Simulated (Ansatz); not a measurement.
## Al under changes of volume

One of the cells (16.603 Å³/atom); the others are scaled copies at fixed shape and fractional positions:

```xyz
1
Lattice="0.0000 2.0248 2.0248 2.0248 0.0000 2.0248 2.0248 2.0248 0.0000" Properties=species:S:1:pos:R:3 pbc="T T T"
Al    0.0000    0.0000    0.0000
```

- Program: Ansatz 0.2.0
- Functional: LDA
- Potentials or basis: all-electron LAPW, scalar-relativistic
- Cutoff: 131 eV (chosen from the basis error)
- Basis error allowed: 0.001 eV/atom
- k mesh: 11 × 11 × 11
- Occupations: fermi-dirac, width 0.05 eV
- Spin: no spin polarisation

```tsv
volume (Å³/atom)	energy over the lowest point (meV/atom)	pressure (GPa)
15.607	?	?
15.939	0.00	-0.6
16.271	2.94	-2.2
16.603	9.06	-3.6
16.935	18.00	-4.9
17.267	29.45	-6.1
17.599	43.14	-7.1
```

Task: What does the run at 15.607 Å³/atom give?

Result: Energy over the lowest point 0.62 meV/atom; pressure 1.2 GPa.

Worked out: A Birch-Murnaghan fit of order 3 (a polynomial in V^(-2/3)) to the other rows has its minimum at 15.83 Å³/atom, just outside them, with B0 = V·E''(V) = 85 GPa and B' = 4.6. It gives 0.62 meV/atom at 15.607 Å³/atom, against the run's 0.62, and -dE/dV = 1.2 GPa, against 1.2.

Energies are extrapolated to zero smearing.
